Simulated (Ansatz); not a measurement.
**Te (P3_121) under strain**

Te (P3_121) from a database structure, relaxed with r2SCAN+rVV10 in the PAW code Ansatz. It is trigonal, P3_121 (No. 152); a = 4.471 Å, c = 5.949 Å in the conventional setting, 34.33 Å³ an atom. Te has 2 Te at 2.85 Å.

The axes x, y and z are those of this cell:
```
Te
1.0
     4.47126    0.00000    0.00000
    -2.23563    3.87222    0.00000
     0.00000    0.00000    5.94875
Te
3
Direct
  0.26419 0.00000 0.33333
  0.00000 0.26419 0.66667
  0.73581 0.73581 0.00000
```

Unstrained: The r2SCAN gap is indirect, 0.329 eV (k = (1/3, 1/3, 0.470) to H), below the direct gap of 0.360 eV at H. With HSE06 the valence top lies at k = (1/3, 1/3, 0.470) and the conduction bottom at H, 0.602 eV higher; the smallest vertical gap, at H, is 0.632 eV. Meshes: r2SCAN 6×6×4, HSE06 6×6×4. Strains are changes of length per length. After each strain the atoms were relaxed again with r2SCAN+rVV10 within the symmetry that the strain leaves, so tilts or polar shifts that break it weren't tested; points keep the names that they have in the unstrained zone. The values are computed, spin-unpolarised, and not measurements.

Changes of the least gap in eV (an overlap counts as a negative gap):
```tsv
strain	volume change (%)	space group	r2SCAN	HSE06
isotropic +5.64 % on every length	+17.9	P3_121	-0.100	-0.051
uniaxial -1.88 % along z	-1.9	P3_121	+0.111	+0.110
```

Isotropic +5.64 % on every length. HSE06: the gap goes from 0.602 to 0.551 eV (-0.051 eV); the edges go from (1/3, 1/3, 0.470) → H to (1/3, 1/3, 0.448) → H.

Uniaxial -1.88 % along z, other directions held. HSE06: the gap goes from 0.602 to 0.712 eV (+0.110 eV); the edges go from (1/3, 1/3, 0.470) → H to (1/3, 1/3, 0.473) → H.

Spin-orbit coupling is left out, which matters wherever the heavy atoms make up the band edges.

Where an edge lies off the special points, it is a point of the mesh or the k point where a search put PBE's edge or least direct gap, reused for the other functionals, whose own edges may lie a little apart.

Coordinates of k points refer to the reciprocal vectors of the primitive cell of the runs.

The meshes of the hybrids are coarse, so their gaps aren't converged to the digits shown.
